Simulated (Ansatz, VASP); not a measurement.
**PbO in VASP and in Ansatz**

INCAR

```
PREC = Accurate
ENCUT = 520
EDIFF = 1E-6
ISMEAR = 0
SIGMA = 0.05
LREAL = F
LASPH = T
NELM = 100
ALGO = Normal
ISIF = 2
LWAVE = F
LCHARG = F
NBANDS = 28
```

Contents of KPOINTS:

```
regular mesh
0
Gamma
  8 8 6
```

POSCAR

```
PbO
1.0
    3.8154240000      0.0000000000      0.0000000000
    0.0000000000      4.1333760000      0.0000000000
    0.0000000000      0.0000000000      5.0220000000
Pb O
2 2
Direct
    0.0000000000      0.5000000000      0.2351000000
    0.5000000000      0.0000000000      0.7649000000
    0.0000000000      0.0000000000      0.0000000000
    0.5000000000      0.5000000000      0.0000000000
```

Input for Ansatz:

```yaml
crystal:
  lattice:
    - [3.815424, 0.0, 0.0]
    - [0.0, 4.133376, 0.0]
    - [0.0, 0.0, 5.022]
  atoms:
    - { symbol: Pb, position: [0.0, 0.5, 0.2351] }
    - { symbol: Pb, position: [0.5, 0.0, 0.7649] }
    - { symbol: O, position: [0.0, 0.0, 0.0] }
    - { symbol: O, position: [0.5, 0.5, 0.0] }
basis:
  ecutwfc: 420
kpoints:
  mp_grid: { grid: [8, 8, 6] }
hamiltonian:
  xc: lda
scf:
  occupations: { method: gaussian, width: 0.05 }
output:
  forces: true
  stress: true
  eigenvalues: true
```

Change from the starting cell: strain -0.0400 x Voigt [1, -1, 0, 0, 0, 0], atoms carried along.

Alike in both runs: task single point; functional LDA; k mesh 8 × 8 × 6; occupations gaussian, width 0.05 eV; no spin polarisation.

|  | VASP | Ansatz |
| --- | --- | --- |
| version | VASP 6.6.1 | Ansatz 0.2.0 |
| potentials or method | VASP PAW LDA potentials, release 64 (Pb_d, O) | scalar-relativistic, plane waves, PAW |
| plane-wave cutoff (eV) | 520 | 420 |
| valence electrons in the cell | 40 | 40 |

VASP gave:

```
gap on the k mesh at the Fermi level (eV)       : 1.16
least direct gap on the mesh (eV)               : 2.27
pressure (GPa)                                  : -1.0
largest component of the traceless stress (GPa) : 3.08
rms of the force components (eV/Å)              : 0.250
```

**Question.** Which values does Ansatz return?

**Answer.** gap on the k mesh at the Fermi level (eV): 1.18; least direct gap on the mesh (eV): 2.28; pressure (GPa): -1.2; largest component of the traceless stress (GPa): 2.97; rms of the force components (eV/Å): 0.242.

Atom by atom the forces differ by 0.032 eV/Å (rms over components).

Caveats: spin-orbit coupling is left out, which as a rule narrows the gap of such compounds by several tenths of an eV. A k mesh can miss the band edges.
